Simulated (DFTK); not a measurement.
# InP (F-43m) in DFTK: a series of runs

Aim: see how the results for InP move with the level of theory and the settings. Levels: BJ06, r2SCAN, LDA. Tasks: band structure, single point.

Program: DFTK 0.8.2. These are calculated values, not measurements. Logs are shortened: lines on timing, memory, paths and dates and some standing lists are left out, and cuts for length are marked.

**What was measured.**

A printed reference work, data compilation reports, for a bulk crystal of InP at 1.6 K: band gap 1.4236 eV (direct).

How close the calculation comes is told below.

### 1 The structure

Symmetry: F-43m, No. 216, cubic system. Conventional cell: a = 5.861 Å, b = 5.861 Å, c = 5.861 Å, α = 90.00°, β = 90.00°, γ = 90.00°. In (site symmetry -43m) is surrounded by 4 P at 2.54 Å. P (site symmetry -43m) is surrounded by 4 In at 2.54 Å.

### 2 Band structure, BJ06

Contents of run.jl:

```julia
using DFTK
using PseudoPotentialData
using Unitful, UnitfulAtomic
using LinearAlgebra, Printf
include("save.jl")
disable_threading()

lines     = readlines("POSCAR")
lattice   = austrip(1u"Å") * parse(Float64, lines[2]) * hcat([parse.(Float64, split(l)) for l in lines[3:5]]...)
symbols   = vcat([fill(Symbol(s), parse(Int, n)) for (s, n) in zip(split(lines[6]), split(lines[7]))]...)
positions = [parse.(Float64, split(l)[1:3]) for l in lines[9:8+length(symbols)]]
pseudopotentials = PseudoFamily("cp2k.nc.sr.pbe.v0_1.semicore.gth")
elements = Dict(s => ElementPsp(s, pseudopotentials) for s in unique(symbols))
atoms    = [elements[s] for s in symbols]

build_model(lattice, positions; symmetries=true) =
    model_DFT(lattice, atoms, positions;
              functionals=[:mgga_x_tb09, :lda_c_pw],
              temperature=austrip(0.05u"eV"),
              smearing=Smearing.FermiDirac(),
              symmetries)
Ecut  = 76.0  # hartree
kgrid = [5, 5, 5]
tol   = 1e-6
to_GPa = ustrip(uconvert(u"GPa", 1u"hartree/bohr^3"))

model = build_model(lattice, positions)
basis = PlaneWaveBasis(model; Ecut, kgrid)
display(basis)
scfres = self_consistent_field(basis;
                               tol,
                               nbandsalg=AdaptiveBands(model; n_bands_converge=14))
display(scfres.energies)
@printf "Fermi level: %.6f eV\n" ustrip(auconvert(u"eV", something(scfres.εF, NaN)))
println("Levels at the first k-point (eV): ", round.(ustrip.(auconvert.(u"eV", scfres.eigenvalues[1][1:scfres.n_bands_converge])); digits=4))
save_scf!(scfres)

points = Dict("G" => [0.0, 0.0, 0.0], "K" => [0.375, 0.375, 0.75], "L" => [0.5, 0.5, 0.5], "U" => [0.625, 0.25, 0.625], "W" => [0.5, 0.25, 0.75], "X" => [0.5, 0.0, 0.5])
segments = [("G", "X", 7), ("X", "W", 4), ("W", "K", 3), ("K", "G", 7), ("G", "L", 6), ("L", "U", 4), ("U", "W", 3), ("W", "L", 5), ("L", "K", 4), ("U", "X", 3)]
kcoords = vcat([[points[a] + t * (points[b] - points[a]) for t in range(0, 1, n)] for (a, b, n) in segments]...)
bands = compute_bands(scfres, ExplicitKpoints(kcoords); n_bands=16, tol=1e-5)
for (k, ε) in zip(bands.basis.kpoints, bands.eigenvalues)
    @printf "%d %8.4f %8.4f %8.4f " k.spin k.coordinate...
    println(join([@sprintf("%9.4f", e) for e in ustrip.(auconvert.(u"eV", ε .- scfres.εF))]))
end
results["band_energies"] = rows(bands.eigenvalues); results["band_kpoints"] = rows(kcoords)
```

Contents of POSCAR:

```
InP
1.0
    0.0000000000      2.9305000000      2.9305000000
    2.9305000000      0.0000000000      2.9305000000
    2.9305000000      2.9305000000      0.0000000000
In P
1 1
Direct
    0.0000000000      0.0000000000      0.0000000000
    0.7500000000      0.7500000000      0.7500000000
```

Potentials or basis: cp2k.nc.sr.pbe.v0_1.semicore.gth (PBE, GTH).

Launch:

```
$ julia --threads=1 run.jl  # save.jl only writes the numbers to a file and isn't shown; printed stress counts tension as positive; times include loading and compiling
```

Log:

```text
PlaneWaveBasis discretization:

    Ecut                 : 76.0 Ha
    fft_size             : (64, 64, 64), 262144 total points
    kgrid                : MonkhorstPack([5, 5, 5])
    num.   red. kpoints  : 125
    num. irred. kpoints  : 14

    Discretized Model(mgga_x_tb09+lda_c_pw, 3D):
        lattice (in Bohr)    : [0         , 5.53784   , 5.53784   ]
                               [5.53784   , 0         , 5.53784   ]
                               [5.53784   , 5.53784   , 0         ]
        unit cell volume     : 339.67 Bohr³

        atoms                : InP
        pseudopot. family    : PseudoFamily("cp2k.nc.sr.pbe.v0_1.semicore.gth")

        num. electrons       : 18
        spin polarization    : none
        temperature          : 0.0018375 Ha
        smearing             : DFTK.Smearing.FermiDirac()

        terms                : Kinetic()
                               AtomicLocal()
                               AtomicNonlocal()
                               Ewald(nothing)
                               PspCorrection()
                               Hartree()
                               Xc(mgga_x_tb09, lda_c_pw)
                               Entropy()
n     Energy            log10(ΔE)   log10(Δρ)   log10(Δτ)   Diag   Δtime
---   ---------------   ---------   ---------   ---------   ----   ------
  1   -53.28686974368                    0.16        1.27    5.3    42.0s
┌ Warning: Exchange-correlation term: the kinetic energy density τ is smaller than the von Weizsäcker kinetic energy density τ_W somewhere. This can lead to unphysical results. This can be caused by pseudopotentials without a non-linear core correction for τ, a too small Ecut value or an unphysical initial guess for τ. This message is only logged once.
└ @ DFTK xc.jl:436
  2   -54.45793007027        0.07       -0.10        0.93    4.5    34.7s
  3   -54.81158041056       -0.45       -0.78        0.58    5.1    32.2s
  4   -54.99634744265       -0.73       -0.88       -0.04    4.4    26.7s
  5   -54.91492796974   +   -1.09       -1.27       -0.21    3.3    25.0s
  6   -54.95296785051       -1.42       -2.32       -0.67    2.6    24.0s
  7   -54.94094459007   +   -1.92       -2.05       -1.17    3.4    24.5s
  8   -54.94503489854       -2.39       -2.51       -1.71    2.8    21.8s
  9   -54.94415818008   +   -3.06       -2.46       -2.93    2.4    17.0s
 10   -54.94460600955       -3.35       -2.61       -2.72    1.1    15.4s
 11   -54.94456720360   +   -4.41       -2.63       -3.54    1.0    14.4s
 12   -54.94507260780       -3.30       -3.10       -2.42    1.0    21.2s
 13   -54.94505790563   +   -4.83       -3.46       -3.73    1.7    15.0s
 14   -54.94505816504       -6.59       -3.51       -4.26    1.9    23.0s
 15   -54.94503738338   +   -4.68       -3.42       -4.00    1.0    16.4s
 16   -54.94503964594       -5.65       -3.40       -4.45    1.0    13.2s
 17   -54.94507793937       -4.42       -3.59       -4.21    1.0    16.0s
 18   -54.94515768774       -4.10       -4.00       -3.36    1.6    16.8s
 19   -54.94511925407   +   -4.42       -4.38       -4.27    2.5    19.4s
 20   -54.94513245047       -4.88       -4.50       -4.81    2.9    23.3s
 21   -54.94510841189   +   -4.62       -4.17       -4.24    3.0    19.3s
 22   -54.94512109965       -4.90       -4.30       -4.74    2.2    20.4s
 23   -54.94511729291   +   -5.42       -4.29       -5.08    1.1    19.4s
 24   -54.94513015920       -4.89       -5.42       -4.68    2.1    21.7s
 25   -54.94512378542   +   -5.20       -5.45       -4.87    4.1    23.9s
 26   -54.94512557801       -5.75       -6.23       -5.48    3.1    21.8s
Energy breakdown (in Ha):
    Kinetic             44.1398092
    AtomicLocal         -53.1764647
    AtomicNonlocal      -19.1776559
    Ewald               -44.8602021
    PspCorrection       1.5469286
    Hartree             17.5981804
    Xc                  -1.0157206
    Entropy             -0.0000004

    total               -54.945125578011
Fermi level: 4.938090 eV
Levels at the first k-point (eV): [-7.3443, -7.3443, -7.3443, -7.1743, -7.0817, -7.0817, 4.5199, 4.5199, 4.5199, 5.3013, 8.352, 8.352, 8.352, 13.0972]
1   0.0000   0.0000   0.0000  -12.2825 -12.2825 -12.2825 -12.1124 -12.0198 -12.0198  -0.4182  -0.4182  -0.4182   0.3632   3.4139   3.4139   3.4139   8.1591   9.0117   9.0117
1   0.0833   0.0000   0.0833  -12.4153 -12.2715 -12.2715 -12.0269 -12.0160 -11.8864  -1.3417  -0.7050  -0.7050   1.2569   3.1222   3.7925   3.7925   8.0910   8.7198   9.0659
1   0.1667   0.0000   0.1667  -12.5498 -12.2409 -12.2409 -12.0442 -12.0057 -11.4771  -2.5640  -1.3241  -1.3241   2.2624   2.5473   4.6917   4.6917   6.9383   9.2233  10.0455
1   0.2500   0.0000   0.2500  -12.6485 -12.1977 -12.1977 -12.0690 -11.9916 -10.9307  -3.7906  -1.9728  -1.9728   1.9760   2.7477   5.8255   5.8255   6.6109   9.4659  11.6605
1   0.3333   0.0000   0.3333  -12.7181 -12.1527 -12.1527 -12.0947 -11.9774 -10.2724  -4.9660  -2.5037  -2.5037   1.6102   2.4916   7.0692   7.0692   7.3066   9.7518  12.9975
1   0.4167   0.0000   0.4167  -12.7605 -12.1185 -12.1185 -12.1141 -11.9670  -9.6051  -5.9599  -2.8461  -2.8461   1.4487   2.0741   8.3229   8.3298   8.3298  10.0008  12.2536
[... 38 lines left out ...]
1   0.5625   0.1250   0.5625  -12.7672 -12.1319 -12.1121 -12.0987 -11.9705  -9.2304  -6.3852  -3.3736  -2.8581   1.6903   2.4770   7.9406   8.2046   9.0656  10.1601  11.4712
1   0.5000   0.0000   0.5000  -12.7748 -12.1214 -12.1057 -12.1057 -11.9632  -9.2630  -6.4140  -2.9641  -2.9641   1.4290   1.8792   8.8478   9.1066   9.1066  10.1035  11.3481
```

It took 13 min on 1 thread of AMD EPYC (Zen 3), shared host; peak memory 2.4 GiB.

What came out:

```yaml
Band_gap_on_the_k_mesh: 0.78 eV, direct
Band_gap_along_the_path: 0.78 eV, direct
```

Levels at the corners of the path, in eV from the valence-band top:
```
point  band 6  band 7  band 8  band 9  band 10  band 11  band 12  band 13
    Γ  -11.60    0.00    0.00    0.00     0.78     3.83     3.83     3.83
    X   -8.84   -6.00   -2.55   -2.55     1.85     2.30     9.27     9.52
    W   -8.71   -5.89   -3.15   -3.09     4.33     4.42     5.50     6.16
    K   -8.82   -5.88   -3.50   -2.14     2.40     4.40     7.42     7.51
    Γ  -11.60    0.00    0.00    0.00     0.78     3.83     3.83     3.83
    L   -9.51   -5.98   -1.11   -1.11     1.49     4.72     4.72     7.29
    U   -8.82   -5.88   -3.50   -2.14     2.40     4.40     7.42     7.51
    W   -8.71   -5.89   -3.15   -3.09     4.33     4.42     5.50     6.16
    L   -9.51   -5.98   -1.11   -1.11     1.49     4.72     4.72     7.29
    K   -8.82   -5.88   -3.50   -2.14     2.40     4.40     7.42     7.51
    U   -8.82   -5.88   -3.50   -2.14     2.40     4.40     7.42     7.51
    X   -8.84   -6.00   -2.55   -2.55     1.85     2.30     9.27     9.52
```

Caveat: the program leaves the constant c of mgga_x_tb09 at 1, so the potential is Becke-Johnson's (BJ06) and not Tran and Blaha's, with levels but no total energy; GTH potentials come without recommended cutoffs, and this one wasn't checked for convergence; the program warned that the kinetic-energy density falls under its von Weizsäcker bound, which can give unphysical results; the potentials were made for another functional, which shifts forces and pressure; spin-orbit coupling is left out, which moves the levels of the heavy elements.

### 3 Band structure, r2SCAN

run.jl: that of step 2 with these lines changed.

```diff
@@ -4,2 +4,3 @@
 using LinearAlgebra, Printf
+using AtomsBase
 include("save.jl")
@@ -7,6 +8,11 @@
 
-lines     = readlines("POSCAR")
-lattice   = austrip(1u"Å") * parse(Float64, lines[2]) * hcat([parse.(Float64, split(l)) for l in lines[3:5]]...)
-symbols   = vcat([fill(Symbol(s), parse(Int, n)) for (s, n) in zip(split(lines[6]), split(lines[7]))]...)
-positions = [parse.(Float64, split(l)[1:3]) for l in lines[9:8+length(symbols)]]
+cell = [[0.0, 2.9305, 2.9305],
+        [2.9305, 0.0, 2.9305],
+        [2.9305, 2.9305, 0.0]]u"Å"
+system = periodic_system([:In => [0.0, 0.0, 0.0],
+                          :P => [0.75, 0.75, 0.75]],
+                         cell; fractional=true)
+lattice   = austrip.(hcat(cell_vectors(system)...))
+symbols   = atomic_symbol(system, :) .|> Symbol
+positions = [lattice \ austrip.(position(system, i)) for i in 1:length(system)]
 pseudopotentials = PseudoFamily("cp2k.nc.sr.pbe.v0_1.semicore.gth")
@@ -17,3 +23,3 @@
     model_DFT(lattice, atoms, positions;
-              functionals=[:mgga_x_tb09, :lda_c_pw],
+              functionals=r2SCAN(),
               temperature=austrip(0.05u"eV"),
@@ -34,4 +40,12 @@
 @printf "Fermi level: %.6f eV\n" ustrip(auconvert(u"eV", something(scfres.εF, NaN)))
+forces = compute_forces_cart(scfres)
+println("Forces (eV/Å)")
+for (s, f) in zip(symbols, forces)
+    @printf "%-3s %12.6f %12.6f %12.6f\n" s ustrip.(auconvert.(u"eV/Å", f))...
+end
+stress = compute_stresses_cart(scfres)
+println("Stress (GPa)")
+display(round.(stress * to_GPa; digits=4))
 println("Levels at the first k-point (eV): ", round.(ustrip.(auconvert.(u"eV", scfres.eigenvalues[1][1:scfres.n_bands_converge])); digits=4))
-save_scf!(scfres)
+save_scf!(scfres; forces, stress)
```

Potentials or basis: cp2k.nc.sr.pbe.v0_1.semicore.gth (PBE, GTH).

Launch:

```
$ julia --threads=1 run.jl  # save.jl only writes the numbers to a file and isn't shown; printed stress counts tension as positive; times include loading and compiling
```

Run time: 23 min. Hardware: 1 thread of AMD EPYC (Zen 3), shared host; peak memory 2.4 GiB.

It converged, with:

```yaml
Free_energy: -1698.2423 eV
Pressure: 0.9 GPa
Band_gap_on_the_k_mesh: 0.78 eV, direct
Band_gap_along_the_path: 0.78 eV, direct
```

Levels at the corners of the path, in eV from the valence-band top:
| point | band 6 | band 7 | band 8 | band 9 | band 10 | band 11 | band 12 | band 13 |
| --- | --- | --- | --- | --- | --- | --- | --- | --- |
| Γ | -12.19 | 0.00 | 0.00 | 0.00 | 0.78 | 4.25 | 4.25 | 4.25 |
| X | -9.62 | -6.11 | -2.50 | -2.50 | 1.99 | 2.42 | 9.77 | 10.04 |
| W | -9.53 | -5.97 | -3.12 | -3.10 | 4.57 | 4.65 | 5.89 | 6.58 |
| K | -9.62 | -5.97 | -3.49 | -2.10 | 2.56 | 4.65 | 7.93 | 7.97 |
| Γ | -12.19 | 0.00 | 0.00 | 0.00 | 0.78 | 4.25 | 4.25 | 4.25 |
| L | -10.30 | -6.07 | -1.07 | -1.07 | 1.59 | 5.09 | 5.09 | 7.58 |
| U | -9.62 | -5.97 | -3.49 | -2.10 | 2.56 | 4.65 | 7.93 | 7.97 |
| W | -9.53 | -5.97 | -3.12 | -3.10 | 4.57 | 4.65 | 5.89 | 6.58 |
| L | -10.30 | -6.07 | -1.07 | -1.07 | 1.59 | 5.09 | 5.09 | 7.58 |
| K | -9.62 | -5.97 | -3.49 | -2.10 | 2.56 | 4.65 | 7.93 | 7.97 |
| U | -9.62 | -5.97 | -3.49 | -2.10 | 2.56 | 4.65 | 7.93 | 7.97 |
| X | -9.62 | -6.11 | -2.50 | -2.50 | 1.99 | 2.42 | 9.77 | 10.04 |

Caveat: GTH potentials come without recommended cutoffs, and this one wasn't checked for convergence; the program warned that the kinetic-energy density falls under its von Weizsäcker bound, which can give unphysical results; the potentials were made for another functional, which shifts forces and pressure; spin-orbit coupling is left out, which moves the levels of the heavy elements.

(Continued in part 2 of 2.)
